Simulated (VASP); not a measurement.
A run of VASP 6.6.1 is set up as follows.

Contents of INCAR:

```
SYSTEM = O
ALGO = Normal
EDIFF = 1E-6
ENCUT = 400
ISIF = 2
ISMEAR = 0
ISPIN = 2
ISYM = 0
LASPH = .TRUE.
LCHARG = .FALSE.
LORBIT = 11
LREAL = .FALSE.
LWAVE = .FALSE.
MAGMOM = 1.1 1.1
NBANDS = 17
NELM = 60
NUPDOWN = 2
PREC = Accurate
SIGMA = 0.01
```

The input KPOINTS:

```
k-points
0
G
  1 1 1
  0 0 0
```

Contents of POSCAR:

```
O                                       
1.0
   11.6260970939      0.0000000000      0.0000000000
    0.0000000000     12.1260970939      0.0000000000
    0.0000000000      0.0000000000     12.6260970939
  O             
     2
Selective dynamics
Direct
     0.5484297130999991    0.5219067479999993    0.5038687910999968   F   F   F
     0.4495703837437242    0.4856070573261271    0.4959722951594220   T   T   T
```

Potentials or basis: VASP PAW LDA potentials, release 64 (O).

Command:

```console
$ cat potpaw_LDA.64/O/POTCAR > POTCAR
$ mpirun -np 4 vasp_gam > vasp.out
```

What does it give for the largest force?

0.923 eV/Å.

Forces in eV/Å, atoms in the order of the input:
```
O   -0.859 -0.330 -0.075
O    0.859  0.330  0.075
```

Caveat: the standard files for N, O and F lose accuracy on very short bonds; the total moment is fixed, so each spin has its own Fermi level.
